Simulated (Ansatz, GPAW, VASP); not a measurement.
**One calculation of PbSe, 4 ways**

```xyz
2
Lattice="0.0000 3.0606 3.0606 3.0606 0.0000 3.0606 3.0606 3.0606 0.0000" Properties=species:S:1:pos:R:3 pbc="T T T"
Pb    0.0000    0.0000    0.0000
Se    3.0606    3.0606    3.0606
```

Alike in all runs: task single point; functional PBE; k mesh 8 × 8 × 8; occupations gaussian, width 0.015 eV; no spin polarisation; no spin-orbit coupling. Pressure is positive in compression and, in plane waves, holds the error of the finite cutoff, which Ansatz's Pulay term estimates and takes out.

```json
{"program and potentials": "Ansatz, Ansatz PAW", "plane-wave cutoff (eV)": "420", "notes": "15 valence electrons an atom on average", "band gap (eV)": "0.29", "pressure (GPa)": "2.43"}
{"program and potentials": "Ansatz, all-electron LAPW, scalar-relativistic", "plane-wave cutoff (eV)": "-", "notes": "-", "band gap (eV)": "0.28", "pressure (GPa)": "2.43"}
{"program and potentials": "GPAW, GPAW PAW data sets (gpaw-data 1.2.1)", "plane-wave cutoff (eV)": "600", "notes": "10 valence electrons an atom on average", "band gap (eV)": "0.24", "pressure (GPa)": "2.22"}
{"program and potentials": "VASP, PBE PAW files Pb_d, Se, 520 eV", "plane-wave cutoff (eV)": "520", "notes": "10 valence electrons an atom on average", "band gap (eV)": "0.29", "pressure (GPa)": "2.41"}
```

The band gap spans 0.24 (GPAW, GPAW PAW data sets (gpaw-data 1.2.1)) to 0.29 eV (VASP, PBE PAW files Pb_d, Se, 520 eV), with all-electron results at 0.28. The pressure spans 2.22 (GPAW, GPAW PAW data sets (gpaw-data 1.2.1)) to 2.43 GPa (Ansatz, all-electron LAPW, scalar-relativistic), with all-electron results at 2.43. Spin-orbit coupling, left out here, moves the band edges of heavy atoms.

Differences between rows come from potentials, basis sets and numerical settings, since the functional is the same but for its coding. Runs on potential files found faulty are left out.
